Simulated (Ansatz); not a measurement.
W, 4 atoms in the cell. It takes space group Pbcm (No. 57, orthorhombic). The conventional cell has a = 2.810 Å, b = 4.864 Å, c = 4.924 Å, α = 90.00°, β = 90.00°, γ = 90.00°. Around W (site symmetry m) lie 12 W at 2.70 to 3.06 Å. This isn't the form of W at room conditions, which is bcc.

- Program: Ansatz 0.2.0
- Task: relaxation of cell and atoms
- Functional: PBE
- Potentials or basis: Ansatz PAW
- Cutoff: 420 eV (not typed: the program's choice for these potentials)
- k mesh: 7 × 5 × 5
- Occupations: fermi-dirac, width 0.05 eV
- Spin: no spin polarisation

Potentials or basis: Ansatz PAW.

Run with:

```bash
$ ansatz run input.yaml --threads 2 --pin off --max-ram 5632MiB --backend cpu --events-out ev --progress --plain --runs-dir out
```

Hardware: 2 threads of Arm Neoverse V1, on a shared host.

Question: How long does it take, and how much memory?

Answer: Run time: 35 s on 2 threads of Arm Neoverse V1 (shared host), peak memory 0.38 GiB. Counts: scf iterations 78, plane waves 1297, k points 36, bands 34, ion steps 15.
